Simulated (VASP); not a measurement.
# Settings for AlN: relaxation of the atoms

AlN, P1 (no. 1), 8 atoms in the cell. PBE, relaxation of the atoms; PAW potentials Al, N (PBE set). VASP 6.6.1.

Wanted: energy within 1 meV/atom; two shortest distances of each atom within 0.01 Å.

POSCAR:
```
AlN
1.0
    3.1130000000      0.0000000000      0.0000000000
   -1.5565000000      2.6959370800      0.0000000000
    0.0000000000      0.0000000000      9.9620000000
Al N
4 4
Direct
    0.6863590000      0.3440070000      0.2506220000
    0.6507410000      0.3461590000      0.7514280000
    0.3302940000      0.6711600000      0.0008590000
    0.3416890000      0.6569560000      0.5021260000
    0.6496270000      0.3187060000      0.4349710000
    0.6819490000      0.3239130000      0.9362900000
    0.3140710000      0.6496160000      0.1883800000
    0.3452710000      0.6894820000      0.6953250000
```

The series start from Force threshold EDIFFG (eV/Å): -0.02; Electronic threshold EDIFF (eV): 1e-6; Relaxation method: conjugate gradient, POTIM 0.5; Mixing and least electronic steps: default. Each series keeps the choices made before it, and each single choice may use up half of a tolerance.

## Force threshold EDIFFG (eV/Å)

| Force threshold EDIFFG (eV/Å) | Energy less reference (meV/atom) | Two shortest distances of each atom, largest deviation (Å) | Time (s) |
|---|---|---|---|
| -0.1 | 0.4 | 0.004 | 69 |
| -0.05 | 0.1 | 0.002 | 92 |
| -0.03 | 0.0 | 0.001 | 103 |
| -0.02 | 0.0 | 0.000 | 82 |
| -0.01 | 0.0 | 0.000 | 115 |
| -0.005 | 0.0 | 0.000 | 124 |
| -0.002 (reference) | 0.0 | 0.000 | 140 |

Chosen: -0.1, the loosest value from which every tighter one stays within half of the tolerance.

## Electronic threshold EDIFF (eV)

| Electronic threshold EDIFF (eV) | Energy less reference (meV/atom) | Two shortest distances of each atom, largest deviation (Å) | SCF iterations | Time (s) |
|---|---|---|---|---|
| 0.001 | -0.2 | 0.002 | 43 | 47 |
| 0.0001 | 0.0 | 0.001 | 48 | 48 |
| 1e-5 | 0.0 | 0.000 | 58 | 56 |
| 1e-6 | 0.0 | 0.000 | 70 | 69 |
| 1e-7 (reference) | 0.0 | 0.000 | 81 | 72 |

Chosen: 0.001.

## Relaxation method

| Relaxation method | Energy less reference (meV/atom) | Two shortest distances of each atom, largest deviation (Å) | SCF iterations | Time (s) |
|---|---|---|---|---|
| conjugate gradient, POTIM 0.5 | 0.0 | 0.000 | 43 | 47 |
| conjugate gradient, POTIM 0.2 | 0.0 | 0.001 | 41 | 48 |
| conjugate gradient, POTIM 1.0 | 0.2 | 0.001 | 43 | 44 |
| quasi-Newton, POTIM 0.5 | 0.4 | 0.001 | 27 | 28 |
| quasi-Newton, POTIM 0.3, 10 steps kept | 0.1 | 0.001 | 27 | 29 |
| quasi-Newton, POTIM 0.5, at least 5 electronic steps | 0.1 | 0.001 | 37 | 37 |
| damped dynamics, POTIM 0.2, SMASS 0.4 | -0.1 | 0.001 | 60 | 71 |
| damped dynamics, POTIM 0.4, SMASS 0.8 | -0.1 | 0.001 | 43 | 47 |
| velocity quench, POTIM 0.1 | 0.3 | 0.001 | 31 | 34 |

Chosen: quasi-Newton, POTIM 0.5, the fastest of those that stay within half of the tolerance.

## Mixing and least electronic steps

| Mixing and least electronic steps | Energy less reference (meV/atom) | Two shortest distances of each atom, largest deviation (Å) | SCF iterations | Time (s) |
|---|---|---|---|---|
| default | 0.0 | 0.000 | 27 | 28 |
| MAXMIX 40 | 0.0 | 0.001 | 26 | 28 |
| NELMIN 4 | 0.0 | 0.000 | 30 | 30 |
| NELMIN 4, MAXMIX 40 | -0.3 | 0.001 | 33 | 33 |
| ALGO Fast | 0.0 | 0.001 | 27 | 29 |

Chosen: default; no other choice that stays within half of the tolerance saves 30 % of the time.

## All choices together

| Input | Energy less reference (meV/atom) | Two shortest distances of each atom, largest deviation (Å) | Time (s) |
|---|---|---|---|
| program defaults (naive) | 0.1 | 0.003 | 70 |
| chosen settings | 0.6 | 0.002 | 28 |
| reference settings throughout | 0.0 | 0.000 | 160 |

The tolerance is met.

## The input

INCAR:
```
PREC = Normal ; ENCUT = 500
EDIFF = 0.001 ; ISMEAR = 0
SIGMA = 0.05 ; LREAL = F
LASPH = T ; NELM = 100
ALGO = Normal ; LWAVE = F
LCHARG = F ; IBRION = 1
NSW = 150 ; ISIF = 2
EDIFFG = -0.1 ; POTIM = 0.5
KPAR = 8
```

KPOINTS:
```
k-points
0
Gamma
  6 6 2
```

Commands:
```
cat potpaw_PBE.64/Al/POTCAR potpaw_PBE.64/N/POTCAR > POTCAR
mpirun -np 8 vasp_std > vasp.out
```

The naive input happens to agree within the tolerance here, in 70 s.

Limits: the start was distorted on purpose (atoms moved at random), so the space group given is the start's and not the crystal's.

The chosen input took VASP 6.6.1 28 s on 8 cores (Intel Xeon Platinum 8375C @ 2.90GHz (Ice Lake)), a shared host.

## An input that fails: ionic step far too long

It stopped.

Changes against the starting input:
```
- NELM = 100
- IBRION = 2
- NSW = 150
- POTIM = 0.5
+ NELM = 60
+ IBRION = 3
+ NSW = 30
+ POTIM = 5.0
+ SMASS = 0.4
```
